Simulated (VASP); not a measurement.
Wanted: the native input for a VASP 6.6.1 run.

```
Task                   : relaxation of cell and atoms
Functional             : PBE
Dispersion             : D3(BJ)
Potentials or basis    : VASP PAW PBE potentials, release 64 (Cu, I)
Cutoff                 : 600 eV
k mesh                 : 8 × 8 × 8
Occupations            : gaussian, width 0.03 eV
Spin                   : no spin polarisation
Further INCAR settings : ALGO = Normal; EDIFF = 1e-07; IBRION = 2; EDIFFG = -0.005; NSW = 90; ISIF = 3
```

The structure of CuI (Marshite) lies in POSCAR:

```
CuI                                     
1.0
    0.0000000000      2.9869531159      2.9869531159
    2.9869531159      0.0000000000      2.9869531159
    2.9869531159      2.9869531159      0.0000000000
  Cu              I             
     1     1
Direct
     0.2500000000000000    0.2500000000000000    0.2500000000000000
     0.0000000000000000    0.0000000000000000    0.0000000000000000
```

One way to write it, as run:

INCAR

```
SYSTEM = CuI
PREC     = Accurate       ! precision mode
ENCUT    = 600            ! plane-wave cutoff, eV
EDIFF    = 1E-7           ! SCF threshold, eV
ISMEAR   = 0              ! smearing method
SIGMA    = 0.03           ! smearing width, eV
LREAL    = .False.        ! projectors in reciprocal space
LASPH    = .True.         ! aspherical terms in the spheres
NELM     = 80             ! most SCF steps
ALGO     = Normal         ! electronic algorithm
ISIF     = 3              ! what is computed and relaxed
LWAVE    = .False.        ! write WAVECAR
LCHARG   = .False.        ! write CHGCAR
GGA      = PE             ! functional
IVDW     = 12             ! dispersion correction
IBRION   = 2              ! ionic algorithm
NSW      = 90             ! ionic steps
EDIFFG   = -0.005         ! ionic threshold
```

KPOINTS

```
regular mesh
0
Gamma
  8 8 8
  0 0 0
```

Potentials or basis: VASP PAW PBE potentials, release 64 (Cu, I).

The run is started by

```sh
$ cat potpaw_PBE.64/Cu/POTCAR potpaw_PBE.64/I/POTCAR > POTCAR
$ mpirun -np 1 vasp_std > vasp.out
```

It gave:

```json
{"Pressure after relaxing": "0.0 GPa", "Band gap on the k mesh": "1.27 eV, direct", "Dispersion energy per atom": "-0.360 eV"}
```

Caveat: the relaxation stopped at its first step, so nothing moved; spin-orbit coupling is left out, which moves the levels of the heavy elements.

Wall time 23 s on 1 thread of Intel(R) Xeon(R) Platinum 8488C (Sapphire Rapids), on a shared host, peak memory 0.22 GiB.
